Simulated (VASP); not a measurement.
Here is a VASP 6.6.1 calculation.

The input INCAR:

```
SYSTEM = BaO
ALGO = Normal
EDIFF = 1E-6
ENCUT = 520
GGA = PE
ISIF = 2
ISMEAR = 0
KPAR = 4
LASPH = .TRUE.
LCHARG = .FALSE.
LREAL = .FALSE.
LWAVE = .FALSE.
NBANDS = 15
NELM = 100
PREC = Accurate
SIGMA = 0.02
```

KPOINTS

```
k-points
0
G
  8 8 8
  0 0 0
```

The input POSCAR:

```
BaO                                     
1.0
    0.0000000000      2.7806926973      2.7806926973
    2.7806926973      0.0000000000      2.7806926973
    2.7806926973      2.7806926973      0.0000000000
  Ba              O             
     1     1
Direct
     0.0000000000000000    0.0000000000000000    0.0000000000000000
     0.5000000000000000    0.5000000000000000    0.5000000000000000
```

The input KPOINTS_OPT:

```
path GXWKGLUWLK,UX
10
line-mode
reciprocal
 0.0000000000  0.0000000000  0.0000000000  G
 0.5000000000  0.0000000000  0.5000000000  X

 0.5000000000  0.0000000000  0.5000000000  X
 0.5000000000  0.2500000000  0.7500000000  W

 0.5000000000  0.2500000000  0.7500000000  W
 0.3750000000  0.3750000000  0.7500000000  K

 0.3750000000  0.3750000000  0.7500000000  K
 0.0000000000  0.0000000000  0.0000000000  G

 0.0000000000  0.0000000000  0.0000000000  G
 0.5000000000  0.5000000000  0.5000000000  L

 0.5000000000  0.5000000000  0.5000000000  L
 0.6250000000  0.2500000000  0.6250000000  U

 0.6250000000  0.2500000000  0.6250000000  U
 0.5000000000  0.2500000000  0.7500000000  W

 0.5000000000  0.2500000000  0.7500000000  W
 0.5000000000  0.5000000000  0.5000000000  L

 0.5000000000  0.5000000000  0.5000000000  L
 0.3750000000  0.3750000000  0.7500000000  K

 0.6250000000  0.2500000000  0.6250000000  U
 0.5000000000  0.0000000000  0.5000000000  X
```

Potentials or basis: VASP PAW PBE potentials, release 64 (Ba_sv, O).

Command:

```sh
$ cat potpaw_PBE.64/Ba_sv/POTCAR potpaw_PBE.64/O/POTCAR > POTCAR
$ mpirun -np 4 vasp_std > vasp.out
```

Task: Estimate the band gap along the path.

Result: 2.01 eV, direct.

Task: Estimate the band gap on the k mesh.

Result: 2.02 eV, direct.

Task: Predict the pressure.

Result: 2.1 GPa.

Levels at the corners of the path, in eV from the valence-band top:
| point | band 6 | band 7 | band 8 | band 9 | band 10 | band 11 |
| --- | --- | --- | --- | --- | --- | --- |
| Γ | -0.31 | -0.31 | -0.31 | 3.49 | 4.69 | 4.69 |
| X | -0.14 | -0.14 | 0.00 | 2.01 | 5.92 | 8.83 |
| X | -0.14 | -0.14 | 0.00 | 2.01 | 5.92 | 8.83 |
| W | -1.28 | -0.20 | -0.20 | 4.61 | 4.61 | 6.79 |
| W | -1.28 | -0.20 | -0.20 | 4.61 | 4.61 | 6.79 |
| K | -0.90 | -0.71 | -0.14 | 3.44 | 6.53 | 6.93 |
| K | -0.90 | -0.71 | -0.14 | 3.44 | 6.53 | 6.93 |
| Γ | -0.31 | -0.31 | -0.31 | 3.49 | 4.69 | 4.69 |
| Γ | -0.31 | -0.31 | -0.31 | 3.49 | 4.69 | 4.69 |
| L | -1.95 | -1.42 | -1.42 | 4.91 | 7.12 | 7.12 |
| L | -1.95 | -1.42 | -1.42 | 4.91 | 7.12 | 7.12 |
| U | -0.90 | -0.71 | -0.14 | 3.44 | 6.53 | 6.93 |
| U | -0.90 | -0.71 | -0.14 | 3.44 | 6.53 | 6.93 |
| W | -1.28 | -0.20 | -0.20 | 4.61 | 4.61 | 6.79 |
| W | -1.28 | -0.20 | -0.20 | 4.61 | 4.61 | 6.79 |
| L | -1.95 | -1.42 | -1.42 | 4.91 | 7.12 | 7.12 |
| L | -1.95 | -1.42 | -1.42 | 4.91 | 7.12 | 7.12 |
| K | -0.90 | -0.71 | -0.14 | 3.44 | 6.53 | 6.93 |
| U | -0.90 | -0.71 | -0.14 | 3.44 | 6.53 | 6.93 |
| X | -0.14 | -0.14 | 0.00 | 2.01 | 5.92 | 8.83 |

Caveat: spin-orbit coupling is left out, which moves the levels of the heavy elements. As with any semilocal functional, this PBE gap is likely too small.
